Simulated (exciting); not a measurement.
A run of exciting (release sodium):

input.xml

```xml
<input>
  <title>MgSi</title>
  <structure speciespath="./" tshift="false">
    <crystal scale="1">
      <basevect>5.496068122505 0.000000000000 0.000000000000</basevect>
      <basevect>0.000000000000 5.496068122505 0.000000000000</basevect>
      <basevect>0.000000000000 0.000000000000 7.754353202395</basevect>
    </crystal>
    <species speciesfile="Si.xml" rmt="2">
      <atom coord="0.500000000000 0.500000000000 0.500000000000"/>
    </species>
    <species speciesfile="Mg.xml" rmt="2">
      <atom coord="0.000000000000 0.000000000000 0.000000000000"/>
    </species>
  </structure>
  <groundstate do="fromscratch" ngridk="6 6 4" rgkmax="6.5" gmaxvr="14" lmaxapw="10" lmaxmat="10" lmaxvr="8" xctype="LDA_PW" stype="Gaussian" swidth="0.00099223" nempty="10" ValenceRelativity="iora*" epsengy="1e-05" epspot="1e-05" maxscl="60" tforce="true" outputlevel="normal"/>
  <properties>
    <chargedensityplot>
      <plot3d>
        <box grid="15 15 21">
          <origin coord="0 0 0"/>
          <point coord="1 0 0"/>
          <point coord="0 1 0"/>
          <point coord="0 0 1"/>
        </box>
      </plot3d>
    </chargedensityplot>
    <elfplot>
      <plot3d>
        <box grid="15 15 21">
          <origin coord="0 0 0"/>
          <point coord="1 0 0"/>
          <point coord="0 1 0"/>
          <point coord="0 0 1"/>
        </box>
      </plot3d>
    </elfplot>
    <exccplot>
      <plot3d>
        <box grid="15 15 21">
          <origin coord="0 0 0"/>
          <point coord="1 0 0"/>
          <point coord="0 1 0"/>
          <point coord="0 0 1"/>
        </box>
      </plot3d>
    </exccplot>
  </properties>
</input>
```

Potentials or basis: all-electron LAPW+lo, shipped species files, valence relativity iora*.

The run is started by

```bash
$ OMP_NUM_THREADS=1 exciting_smp
```

Hardware: 1 thread of Arm Neoverse V2 (shared host).

**Question.** Estimate the wall time of this run.

**Answer.** Run time: 29 s on 1 thread of Arm Neoverse V2 (shared host), peak memory 0.13 GiB. Counts: scf iterations 13, plane waves 144.
